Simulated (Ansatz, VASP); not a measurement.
# One calculation of Ti, two programs

File POSCAR:

```
Ti
1.0
   -1.6094705660      1.6094705660      1.6094705660
    1.6094705660     -1.6094705660      1.6094705660
    1.6094705660      1.6094705660     -1.6094705660
Ti
1
Direct
    0.0000000000      0.0000000000      0.0000000000
```

INCAR.step1

```
ALGO = Normal ; EDIFF = 1E-4
ENCUT = 520 ; GGA = PE
ISMEAR = 0 ; LASPH = True
LCHARG = False ; LREAL = False
LWAVE = True ; NBANDS = 12
NELM = 60 ; PREC = Accurate
SIGMA = 0.1
```

File INCAR.step2:

```
ALGO = Normal ; EDIFF = 1E-6
ENCUT = 520 ; ISIF = 2
ISMEAR = 0 ; ISTART = 1
LASPH = True ; LCHARG = True
LELF = True ; LMIXTAU = True
LREAL = False ; LVHAR = True
LWAVE = False ; METAGGA = R2SCAN
NBANDS = 12 ; NELM = 60
PREC = Accurate ; SIGMA = 0.1
```

KPOINTS

```
k-points
0
Gamma
  18 18 18
```

Input for Ansatz:

```yaml
crystal:
  lattice:
    - [-1.609470566, 1.609470566, 1.609470566]
    - [1.609470566, -1.609470566, 1.609470566]
    - [1.609470566, 1.609470566, -1.609470566]
  atoms:
    - { symbol: Ti, position: [0.0, 0.0, 0.0] }
basis:
  ecutwfc: 500
kpoints:
  mp_grid: { grid: [18, 18, 18] }
hamiltonian:
  xc: r2scan
scf:
  occupations: { method: gaussian, width: 0.1 }
output:
  forces: true
  stress: true
  eigenvalues: true
```

Alike in both runs: task single point; functional r2SCAN; k mesh 18 × 18 × 18; occupations gaussian, width 0.1 eV; no spin polarisation.

```csv
,VASP,Ansatz
version,VASP 6.6.1,Ansatz 0.2.0
potentials or method,"VASP PAW PBE potentials, release 64 (Ti_sv)","scalar-relativistic, plane waves, PAW"
plane-wave cutoff (eV),520,500
valence electrons in the cell,12,12
```

VASP gave:

| Item | Value |
| --- | --- |
| gap on the k mesh at the Fermi level (eV) | none |
| pressure (GPa) | 3.9 |

Problem. Which values does Ansatz return?

Solution. gap on the k mesh at the Fermi level (eV): none; pressure (GPa): 3.6.

A gap of «none» marks a metal or a gap that the smearing closes. The functional is the same, so the differences come from potentials, cutoffs and numerics.

Caveats: the PAW data sets were made with another functional, which shifts forces and pressure a little (VASP).
